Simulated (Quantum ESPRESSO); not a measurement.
Crystal: Tc.

```xyz
2
Lattice="2.7400 0.0000 0.0000 -1.3700 2.3729 0.0000 0.0000 0.0000 4.3980" Properties=species:S:1:pos:R:3 pbc="T T T"
Tc    1.3700    0.7910    3.2985
Tc    0.0000    1.5819    1.0995
```

Base run:

- Program: Quantum ESPRESSO 7.5
- Functional: PBE
- Potentials or basis: SSSP 1.3 efficiency PBE
- Cutoff: 816 eV
- Density cutoff: 3265 eV
- k mesh: 11 × 11 × 6
- Occupations: fermi-dirac, width 0.05 eV
- Spin: no spin polarisation

Its results: band gap on the k mesh none (metal or under the smearing width); pressure 2.9 GPa.

Q: The run is repeated on the same cell with these changes: functional from PBE to LDA; potentials or basis from SSSP 1.3 efficiency PBE to PseudoDojo 0.4.1 SR LDA standard; cutoff from 816 eV to 1197 eV; density cutoff from 3265 eV to 4789 eV. What comes out?

A: Band gap on the k mesh none (metal or under the smearing width); pressure -11.5 GPa.

Not every run made on this cell is shown here.
